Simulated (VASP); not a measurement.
# Lattice of AlN, functional by functional, part 2 of 3

Aim: relax AlN at several levels of theory and compare the cells. The starting structure is a measured crystal structure from the Crystallography Open Database. The first relaxation on each setting starts from this cell expanded by 3 % in volume.

VASP 6.6.1.

Results so far: PBEsol 10.46 Å³ an atom; LDA 10.24 Å³ an atom; PBE 10.63 Å³ an atom.

### Step 5. Relaxation with PBEsol + D3(BJ)

Level of this step: PBEsol with D3(BJ); plane waves and PAW (Al, N) (VASP).

D3 with Becke-Johnson damping keeps a finite attraction at short range. This run starts from the cell of an earlier relaxation, which isn't shown; the restart sets up the plane waves anew.

Input file INCAR:

```
SYSTEM = AlN
PREC = Accurate
ENCUT = 520
EDIFF = 1E-06
NELM = 100
ISMEAR = 0
SIGMA = 0.03
LREAL = .FALSE.
ALGO = Normal
GGA = PS
IVDW = 12
NBANDS = 14
LORBIT = 11
LWAVE = .FALSE.
LCHARG = .FALSE.
KPAR = 8
IBRION = 2
NSW = 50
ISIF = 3
EDIFFG = -0.006
```

Input file POSCAR:

```
AlN
1.0
    3.0972619290      0.0000000000      0.0000000000
   -1.5486309646      2.6823075128      0.0000000000
    0.0000000000      0.0000000000      4.9495461287
Al N
2 2
Direct
    0.6666666667      0.3333333333      0.5012596950
    0.3333333333      0.6666666667      0.0012596950
    0.6666666667      0.3333333333      0.8837403050
    0.3333333333      0.6666666667      0.3837403050
```

Input file KPOINTS:

```
Automatic mesh
0
Gamma
9 9 4
0 0 0
```

Potentials, in the order of the species: Al and N (PBE family, release 64).

Launch:

```bash
$ mpirun -np 8 vasp_std
```

What it wrote:

```text
[banner, memory and clock lines left out]
running    8 mpi-ranks, on    1 nodes
[...]
[... a notice as in an earlier step ...]

 [... a notice as in an earlier step ...]

 LDA part: xc-table for (Slater+PW92), standard interpolation
 POSCAR, INCAR and KPOINTS ok, starting setup
[...]
entering main loop
       N       E                     dE             d eps       ncg     rms          rms(c)
DAV:   1     0.453521346540E+02    0.45352E+02   -0.75864E+03  1008   0.103E+03
DAV:   2    -0.319938649318E+02   -0.77346E+02   -0.71399E+02  1382   0.208E+02
DAV:   3    -0.357927989802E+02   -0.37989E+01   -0.37883E+01  1356   0.490E+01
DAV:   4    -0.358186588073E+02   -0.25860E-01   -0.25854E-01  1128   0.457E+00
[...]
DAV:  11    -0.313039782732E+02    0.88246E-04   -0.16359E-04  1314   0.100E-01    0.353E-02
DAV:  12    -0.313039764504E+02    0.18228E-05   -0.75359E-06  1278   0.232E-02    0.498E-03
DAV:  13    -0.313039760299E+02    0.42058E-06   -0.28354E-06  1224   0.128E-02
   1 F= -.32221650E+02 E0= -.32221650E+02  d E =-.322217E+02
[...]
reached required accuracy - stopping structural energy minimisation
```

It took 3 s on 8 MPI ranks of Intel Xeon 6975P-C (Granite Rapids), shared host; peak memory 1.4 GiB.

From OUTCAR (step 5):

```text
 Edisp (eV)   -0.91767

  Total       0.00241     0.00241    -0.00005    -0.00000     0.00000    -0.00000
  in kB       0.09377     0.09377    -0.00202    -0.00000     0.00000    -0.00000
  external pressure =        0.06 kB  Pullay stress =        0.00 kB

 POSITION                                       TOTAL-FORCE (eV/Angst)
 -----------------------------------------------------------------------------------
      1.54863      0.89410      2.48101        -0.000000      0.000000      0.004162
     -0.00000      1.78821      0.00623         0.000000     -0.000000      0.004162
      1.54863      0.89410      4.37411        -0.000000     -0.000000     -0.004162
     -0.00000      1.78821      1.89934         0.000000      0.000000     -0.004162
 -----------------------------------------------------------------------------------
    total drift:                               -0.000000      0.000000     -0.000467

  FREE ENERGIE OF THE ION-ELECTRON SYSTEM (eV)
  ---------------------------------------------------
  free  energy   TOTEN  =       -32.2216500311 eV

  energy  without entropy=      -32.2216500311  energy(sigma->0) =      -32.22165003

[... 2 parts as in an earlier step ...]

[... 2 further parts left out ...]
[key lines of the parts left out:]
E-fermi :   6.4346
```

With PBEsol + D3(BJ) the relaxed cell holds 10.280 Å³ an atom, -1.45 % against the measured cell, with a = 3.097 Å and c = 4.950 Å. That is -1.70 % from PBEsol. Pressures at 0.985 and 1.015 times this volume, from two more relaxations that aren't shown, give a bulk modulus of 209.2 GPa.

### Step 6. Relaxation with r2SCAN

r2SCAN adds the kinetic-energy density, costs more than a GGA and is run with LASPH. This run starts from the cell of an earlier relaxation, which isn't shown; the restart sets up the plane waves anew.

Changes to INCAR since step 5:

```diff
@@ -9,4 +9,4 @@
 ALGO = Normal
-GGA = PS
-IVDW = 12
+METAGGA = R2SCAN
+LASPH = .TRUE.
 NBANDS = 14
```

Input file POSCAR:

```
AlN
1.0
    3.1054801552      0.0000000000      0.0000000000
   -1.5527400776      2.6894247054      0.0000000000
    0.0000000000      0.0000000000      4.9758841616
Al N
2 2
Direct
    0.6666666667      0.3333333333      0.5016754231
    0.3333333333      0.6666666667      0.0016754231
    0.6666666667      0.3333333333      0.8833245769
    0.3333333333      0.6666666667      0.3833245769
```

KPOINTS is that of step 5.

Launch:

```bash
$ mpirun -np 8 vasp_std
```

What it wrote:

```text
[banner, memory and clock lines left out]
running    8 mpi-ranks, on    1 nodes
[...]
[... a notice as in an earlier step ...]

 [... a notice as in an earlier step ...]

 LDA part: xc-table for (None), standard interpolation
 POSCAR, INCAR and KPOINTS ok, starting setup
[...]
entering main loop
       N       E                     dE             d eps       ncg     rms          rms(c)
DAV:   1     0.383263678094E+02    0.38326E+02   -0.78668E+03  1008   0.107E+03
DAV:   2    -0.429038055856E+02   -0.81230E+02   -0.73809E+02  1402   0.214E+02
DAV:   3    -0.470883733490E+02   -0.41846E+01   -0.41639E+01  1356   0.510E+01
DAV:   4    -0.471197383105E+02   -0.31365E-01   -0.31360E-01  1152   0.506E+00
[...]
DAV:  10    -0.384563570069E+02   -0.55363E-03   -0.34506E-03  1212   0.404E-01    0.112E-01
DAV:  11    -0.384562808270E+02    0.76180E-04   -0.15908E-04  1278   0.112E-01    0.271E-02
DAV:  12    -0.384562810908E+02   -0.26375E-06   -0.78821E-06  1266   0.239E-02
[...]
DAV:   4    -0.384562273036E+02    0.51415E-05   -0.69404E-07   798   0.808E-03    0.320E-03
DAV:   5    -0.384562250475E+02    0.22561E-05   -0.77364E-08   624   0.342E-03    0.659E-04
DAV:   6    -0.384562248939E+02    0.15361E-06   -0.21464E-08   570   0.125E-03
   2 F= -.38456225E+02 E0= -.38456225E+02  d E =0.561968E-04
 trial-energy change:    0.000056  1 .order    0.000017   -0.000085    0.000120
 step:   0.2199(harm=  0.4157)  dis= 0.00001  next Energy=   -38.456290 (dE=-0.894E-05)
[...]
N       E                     dE             d eps       ncg     rms          rms(c)
DAV:   1    -0.384563415562E+02   -0.11651E-03   -0.15865E-03  1176   0.349E-01    0.594E-02
DAV:   2    -0.384562662958E+02    0.75260E-04   -0.20052E-04  1266   0.112E-01    0.175E-02
DAV:   3    -0.384562734196E+02   -0.71238E-05   -0.16561E-05  1170   0.318E-02    0.676E-03
DAV:   4    -0.384562768070E+02   -0.33874E-05   -0.46447E-07   684   0.652E-03    0.256E-03
DAV:   5    -0.384562784036E+02   -0.15966E-05   -0.49553E-08   564   0.279E-03    0.524E-04
DAV:   6    -0.384562785238E+02   -0.12021E-06   -0.14100E-08   564   0.101E-03
   3 F= -.38456279E+02 E0= -.38456279E+02  d E =0.256697E-05
[...]
reached required accuracy - stopping structural energy minimisation
```

Elapsed: 16 s, on 8 MPI ranks; peak memory 1.4 GiB.

Parts of OUTCAR (step 6):

```text
  Total       -0.0095756     -0.0095756     -0.0084549      0.0000000      0.0000000      0.0000000
  in kB       -0.3693072     -0.3693072     -0.3260828      0.0000000      0.0000000      0.0000000
  external PRESSURE =      -0.3548990 kB  Pullay stress =       0.0000000 kB

 POSITION                                       TOTAL-FORCE (eV/Angst)
 -----------------------------------------------------------------------------------
      1.55254      0.89636      2.49598        -0.000000     -0.000000      0.000577
     -0.00000      1.79271      0.00834         0.000000      0.000000      0.000577
      1.55254      0.89636      4.39478        -0.000000      0.000000     -0.000577
     -0.00000      1.79271      1.90714         0.000000     -0.000000     -0.000577
 -----------------------------------------------------------------------------------
    total drift:                               -0.000000      0.000000      0.000251

  FREE ENERGIE OF THE ION-ELECTRON SYSTEM (eV)
  ---------------------------------------------------
  free  energy   TOTEN  =       -38.4562785238 eV

  energy  without entropy=      -38.4562785238  energy(sigma->0) =      -38.45627852

[... 2 parts as in an earlier step ...]

[... 2 further parts left out ...]
[key lines of the parts left out:]
E-fermi :   6.1121
```

With r2SCAN the relaxed cell holds 10.386 Å³ an atom, -0.44 % against the measured cell, with a = 3.105 Å and c = 4.975 Å. That is -0.69 % from PBEsol. Pressures at 0.985 and 1.015 times this volume, from two more relaxations that aren't shown, give a bulk modulus of 212.2 GPa.

### Step 7. Relaxation with r2SCAN + rVV10

rVV10 adds a nonlocal correlation energy for dispersion. This run starts from the cell of an earlier relaxation, which isn't shown; the restart sets up the plane waves anew.

Changes to INCAR since step 6:

```diff
@@ -10,2 +10,6 @@
 METAGGA = R2SCAN
+LUSE_VDW = .TRUE.
+IVDW_NL = 2
+BPARAM = 11.95
+CPARAM = 0.0093
 LASPH = .TRUE.
```

Input file POSCAR:

```
AlN
1.0
    3.1024489710      0.0000000000      0.0000000000
   -1.5512244855      2.6867996229      0.0000000000
    0.0000000000      0.0000000000      4.9694472396
Al N
2 2
Direct
    0.6666666667      0.3333333333      0.5016405342
    0.3333333333      0.6666666667      0.0016405342
    0.6666666667      0.3333333333      0.8833594658
    0.3333333333      0.6666666667      0.3833594658
```

KPOINTS is that of step 6.

Launch:

```bash
$ mpirun -np 8 vasp_std
```

What it wrote:

```text
[banner, memory and clock lines left out]
running    8 mpi-ranks, on    1 nodes
[...]
[... a notice as in an earlier step ...]

|                                                                             |
|               ----> ADVICE to this user running VASP <----                  |
|                                                                             |
|     You have switched on vdW-DFT.                                           |
|     This routine was written and supplied by Jiri Klimes. We recommend      |
|     that you carefully read and cite the following publications:            |
|       J. Klimes, D.R. Bowler, A. Michelides                                 |
|          J. Phys.: Cond Matt. 22 022201 (2010)                              |
|       J. Klimes, D.R. Bowler, A. Michelides                                 |
|          Phys. Rev. B. 83, 195131 (2011)                                    |
|     and references therein.                                                 |
[...]
Total rVV10 correction in eV:      0.3720606    20.3831983
Total rVV10 correction in eV:      0.3720606    20.3831983
Total rVV10 correction in eV:      0.3720606    20.3831983
DAV:   6    -0.380832319897E+02   -0.15677E-06   -0.17616E-08   558   0.113E-03
Total rVV10 correction in eV:      0.3720588    20.3831983
Total rVV10 correction in eV:      0.3720588    20.3831983
Total rVV10 correction in eV:      0.3720588    20.3831983
Total rVV10 correction in eV:      0.3720588    20.3831983
Total rVV10 correction in eV:      0.3720588    20.3831983
Total rVV10 correction in eV:      0.3720588    20.3831983
Total rVV10 correction in eV:      0.3720588    20.3831983
Total rVV10 correction in eV:      0.3720588    20.3831983
Total rVV10 correction in eV:      0.3720601    20.3831983
Total rVV10 correction in eV:      0.3720601    20.3831983
Total rVV10 correction in eV:      0.3720601    20.3831983
Total rVV10 correction in eV:      0.3720601    20.3831983
Total rVV10 correction in eV:      0.3720601    20.3831983
Total rVV10 correction in eV:      0.3720601    20.3831983
Total rVV10 correction in eV:      0.3720601    20.3831983
Total rVV10 correction in eV:      0.3720601    20.3831983
   3 F= -.38083232E+02 E0= -.38083232E+02  d E =0.388966E-05
[...]
reached required accuracy - stopping structural energy minimisation
```

It took 63 s on 8 MPI ranks; peak memory 2.2 GiB; 6.6 min of CPU time.

Parts of OUTCAR (step 7):

```text
  Total       -0.0124665     -0.0124665     -0.0025200      0.0000000      0.0000000      0.0000000
  in kB       -0.4823499     -0.4823499     -0.0975036      0.0000000      0.0000000      0.0000000
  external PRESSURE =      -0.3540678 kB  Pullay stress =       0.0000000 kB

 POSITION                                       TOTAL-FORCE (eV/Angst)
 -----------------------------------------------------------------------------------
      1.55102      0.89548      2.49265        -0.000000      0.000000      0.000469
     -0.00000      1.79096      0.00815        -0.000000     -0.000000      0.000469
      1.55102      0.89548      4.38941         0.000000      0.000000     -0.000469
     -0.00000      1.79096      1.90491         0.000000     -0.000000     -0.000469
 -----------------------------------------------------------------------------------
    total drift:                               -0.000000      0.000000      0.000916

  FREE ENERGIE OF THE ION-ELECTRON SYSTEM (eV)
  ---------------------------------------------------
  free  energy   TOTEN  =       -38.0832319897 eV

  energy  without entropy=      -38.0832319897  energy(sigma->0) =      -38.08323199

[... 2 parts as in an earlier step ...]

[... 2 further parts left out ...]
[key lines of the parts left out:]
E-fermi :   6.1321
```

With r2SCAN + rVV10 the relaxed cell holds 10.352 Å³ an atom, -0.76 % against the measured cell, with a = 3.102 Å and c = 4.969 Å. That is -1.01 % from PBEsol. Pressures at 0.985 and 1.015 times this volume, from two more relaxations that aren't shown, give a bulk modulus of 213.6 GPa.

### Step 8. Relaxation with vdW-DF-cx

vdW-DF-cx takes its exchange from the same plasmon model as its correlation. This run starts from the cell of an earlier relaxation, which isn't shown; the restart sets up the plane waves anew.

Changes to INCAR since step 7:

```diff
@@ -9,7 +9,5 @@
 ALGO = Normal
-METAGGA = R2SCAN
+GGA = CX
+AGGAC = 0
 LUSE_VDW = .TRUE.
-IVDW_NL = 2
-BPARAM = 11.95
-CPARAM = 0.0093
 LASPH = .TRUE.
```

Input file POSCAR:

```
AlN
1.0
    3.1197964170      0.0000000000      0.0000000000
   -1.5598982086      2.7018229518      0.0000000000
    0.0000000000      0.0000000000      4.9968554166
Al N
2 2
Direct
    0.6666666667      0.3333333333      0.5016215080
    0.3333333333      0.6666666667      0.0016215080
    0.6666666667      0.3333333333      0.8833784920
    0.3333333333      0.6666666667      0.3833784920
```

KPOINTS is that of step 7.

Launch:

```bash
$ mpirun -np 8 vasp_std
```

What it wrote:

```text
[banner, memory and clock lines left out]
running    8 mpi-ranks, on    1 nodes
[...]
[... a notice as in an earlier step ...]

 [... a notice as in an earlier step ...]

 [... a notice as in an earlier step ...]

 LDA part: xc-table for (Slater+PW92), standard interpolation
 POSCAR, INCAR and KPOINTS ok, starting setup
[...]
entering main loop
       N       E                     dE             d eps       ncg     rms          rms(c)
DAV:   1     0.486630543132E+02    0.48663E+02   -0.73201E+03  1008   0.101E+03
DAV:   2    -0.261539223618E+02   -0.74817E+02   -0.68407E+02  1430   0.201E+02
DAV:   3    -0.298218221319E+02   -0.36679E+01   -0.36526E+01  1362   0.466E+01
DAV:   4    -0.298467802401E+02   -0.24958E-01   -0.24955E-01  1158   0.445E+00
[...]
DAV:  11    -0.252641493074E+02    0.10288E-03   -0.23906E-04  1290   0.120E-01    0.360E-02
DAV:  12    -0.252641509176E+02   -0.16102E-05   -0.10881E-05  1218   0.282E-02    0.717E-03
DAV:  13    -0.252641508300E+02    0.87524E-07   -0.53817E-06  1296   0.177E-02
   1 F= -.25264151E+02 E0= -.25264151E+02  d E =-.252642E+02
[...]
reached required accuracy - stopping structural energy minimisation
```

Elapsed: 24 s, on 8 MPI ranks; peak memory 2.6 GiB; 2.5 min of CPU time.

(Continued in part 3 of 3.)

[Lines on the potential files, build, host, timing and source positions are cut from VASP's logs without a mark.]

[Logs are printed without paths, hosts, clocks, repeated set-up lines and the standing remarks that a program may print on its own settings, such as how far it seeks lower states.]

[Hosts, paths, dates, database ids (printed as entryN), source tags and the programs' standing remarks are cut or masked in the printed files.]
